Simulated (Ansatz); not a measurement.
## A series in volume per atom on SrTe

All results are calculated (Ansatz 0.2.0). Periodic Kohn-Sham DFT of a crystal at fixed atoms; pressure and stress are positive in compression; the energy is the free energy less that of spherical unpolarised free atoms; site moments are those in the method's own spheres, positive along +z.

Cell of the first row (space group Fm-3m, No. 225):
```
CELL_PARAMETERS angstrom
0.00000 3.28790 3.28790
3.28790 0.00000 3.28790
3.28790 3.28790 0.00000
ATOMIC_POSITIONS crystal
Sr 0.00000 0.00000 0.00000
Te 0.50000 0.50000 0.50000
```

Settings of every row: method all-electron LAPW; functional PBE; relativity scalar; k mesh 7x7x7; filling fermi-dirac; smearing width 0.01 eV; basis error target 0.5 meV/atom; nucleus gaussian.

Atom start moment: 0 on all atoms.

Limits: no spin-orbit coupling on heavy atoms; the cell comes from a prototype or a list of computed structures and needn't be the stable phase.

```csv
row,volume per atom (Å³),energy less free atoms (eV/atom),pressure (GPa)
1,35.544,-4.1054,2.392
2,36.658,?,?
3,37.792,-4.1221,0.103
4,38.926,-4.1195,-0.808
5,40.06,-4.1109,-1.588
```

Question: what energy less free atoms and pressure should row 2 give?

Worked fit of energy less free atoms. Take u = (V_r/V)^(2/3) − 1 with V_r = 38.359 Å³ an atom, which is twice the finite (Eulerian) strain; such expansions in the strain, on which the Birch-Murnaghan equation of state is built, carry the rest volume and the bulk modulus. The shown rows have u = 0.05212, 0.00998, -0.00973, -0.02851. Least squares give energy less free atoms = −4.12161 − 0.133 × u + 8.52 × u² eV/atom; a straight line predicts inner rows, each left out in turn, worse (root mean square 0.0084 against 2.4e-05 eV/atom). All shown rows lie on it to the printed digit. Its lowest point lies at u = 0.0078, or V = 37.91 Å³ an atom, and the curvature there gives the bulk modulus at fixed shape and fractions, B = (4/9)(1 + u)² E″(u)/V = 32.5 GPa. The withheld row has u = 0.0307, so the fit gives −4.12161 − 0.133 × (0.0307) + 8.52 × (0.0307)² = -4.1177 eV/atom.

The calculation gave -4.1177 eV/atom. The fit meets it to the printed digit.

Worked fit of pressure. Take u = (V_r/V)^(2/3) − 1 with V_r = 38.359 Å³ an atom, which is twice the finite (Eulerian) strain; such expansions in the strain, on which the Birch-Murnaghan equation of state is built, carry the rest volume and the bulk modulus. The shown rows have u = 0.05212, 0.00998, -0.00973, -0.02851. Least squares give pressure = −0.371 + 46.323 × u + 128.27 × u² GPa; a straight line predicts inner rows, each left out in turn, worse (root mean square 0.13 against 0.0032 GPa). The rows lie off it by 0.000, -0.001, 0.002, -0.001. The pressure vanishes at u = 0.0078, or V = 37.91 Å³ an atom, and there the bulk modulus at fixed shape and fractions is B = −V dP/dV = (2/3)(1 + u) dP/du = 32.5 GPa. The withheld row has u = 0.0307, so the fit gives −0.371 + 46.323 × (0.0307) + 128.27 × (0.0307)² = 1.172 GPa.

The calculation gave 1.169 GPa. The fit lies 0.003 GPa (0.075 % of the column's range) above it; its largest miss of a shown row is 0.002 GPa.
